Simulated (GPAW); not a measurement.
V:

```
V
1.0
    -1.51435    1.51435    1.51435
     1.51435   -1.51435    1.51435
     1.51435    1.51435   -1.51435
V
1
Direct
  0.00000 0.00000 0.00000
```

| Item | Value |
| --- | --- |
| Program | GPAW 26.7.0 |
| Task | relaxation of cell and atoms |
| Functional | PBEsol |
| Potentials or basis | PAW data sets generated in the run's folder for this functional |
| Cutoff | 600 eV |
| Basis | pw |
| k mesh | 12 × 12 × 12 |
| Occupations | fermi-dirac, width 0.05 eV |
| Spin | collinear spin, ferromagnetic start |
| Starting moments | [2.0] μB |

At the start: pressure -10.7 GPa; volume 13.89 Å³/atom.

**Question.** Where does the relaxation end?

**Answer.** Over 7 steps the energy falls by 29.5 meV/atom and the volume is 13.05 Å³/atom (-6.1 %); space group Im-3m (No. 229, to 0.05 Å); moment 0.00 μB per cell.

Step by step:
```tsv
step	energy change (eV)	largest force (eV/Å)	pressure (GPa)	volume (Å³)
1	0.0000	0.0000	-10.72	13.89
2	-0.0203	0.0000	-6.24	13.51
3	-0.0288	0.0000	1.77	12.93
4	-0.0290	0.0000	1.56	12.95
5	-0.0292	0.0000	1.16	12.97
6	-0.0294	0.0000	0.63	13.01
7	-0.0295	0.0000	0.04	13.05
```

Final structure:
```yaml
crystal:
  lattice:
    - [-1.48306, 1.48306, 1.48306]
    - [1.48306, -1.48306, 1.48306]
    - [1.48306, 1.48306, -1.48306]
  atoms:
    - { symbol: V, position: [0.00000, 0.00000, 0.00000] }
```

Caveat: each step starts from the last one's moments, so a moment once lost doesn't come back; later steps reuse the first step's grids.
